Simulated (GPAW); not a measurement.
## Sn: relaxation of cell and atoms with PBEsol+D3

Sn:

```xyz
2
Lattice="-2.9401 2.9401 1.5993 2.9401 -2.9401 1.5993 2.9401 2.9401 -1.5993" Properties=species:S:1:pos:R:3 pbc="T T T"
Sn    0.0000    0.0000    0.0000
Sn    0.0000    2.9401    0.7997
```

```
Program             : GPAW 26.7.0
Task                : relaxation of cell and atoms
Functional          : PBEsol
Dispersion          : D3
Potentials or basis : PAW data sets generated in the run's folder for this functional
Cutoff              : 600 eV
Basis               : pw
k mesh              : 7 × 7 × 7
Occupations         : fermi-dirac, width 0.05 eV
Spin                : no spin polarisation
Maxiter             : 150
Optimizer           : BFGS
Fmax                : 0.02 eV/Å
Max steps           : 60
Convergence         : density=1e-05 forces=0.0001
```

```
Relaxed volume                         : 26.33 Å³/atom
Relaxed cell                           : a = 4.377 Å, b = 4.377 Å, c = 4.377 Å, α = 97.49°, β = 97.49°, γ = 137.66°
Space group after relaxing (to 0.05 Å) : I4_1/amd (No. 141)
Energy gained by relaxing              : 11.2 meV/atom
Ionic steps                            : 6
Pressure after relaxing                : 0.0 GPa
Band gap on the k mesh                 : none (metal or under the smearing width)
Dispersion energy per atom             : -0.167 eV
```

The path:
| step | energy change (eV) | largest force (eV/Å) | pressure (GPa) | volume (Å³) |
| --- | --- | --- | --- | --- |
| 1 | 0.0000 | 0.0000 | -2.57 | 55.30 |
| 2 | -0.0076 | 0.0000 | -2.12 | 54.78 |
| 3 | -0.0223 | 0.0000 | 0.16 | 52.50 |
| 4 | -0.0223 | 0.0000 | 0.00 | 52.65 |
| 5 | -0.0224 | 0.0000 | -0.01 | 52.65 |
| 6 | -0.0224 | 0.0000 | 0.00 | 52.65 |

Final structure:
```cif
data_structure
_symmetry_space_group_name_H-M 'P 1'
_symmetry_Int_Tables_number 1
_cell_length_a 4.3766
_cell_length_b 4.3766
_cell_length_c 4.3766
_cell_angle_alpha 97.494
_cell_angle_beta 97.494
_cell_angle_gamma 137.659
_cell_volume 52.65
loop_
_atom_site_label
_atom_site_type_symbol
_atom_site_fract_x
_atom_site_fract_y
_atom_site_fract_z
_atom_site_occupancy
Sn1 Sn 0.00000 0.00000 0.00000 1
Sn2 Sn 0.75000 0.25000 0.50000 1
```

Levels at points of the mesh, in eV from the Fermi level:
| k point | band 12 | band 13 | band 14 | band 15 | band 16 | band 17 |
| --- | --- | --- | --- | --- | --- | --- |
| (0.00, 0.00, 0.00) | -3.44 | -2.01 | -2.01 | 2.97 | 6.45 | 6.45 |

It took 2.6 min on 1 thread of Arm Neoverse V1 (shared host), peak memory 0.27 GiB.

Caveat: later steps reuse the first step's grids; pairwise dispersion overbinds metals, which lowers pressure and volume.
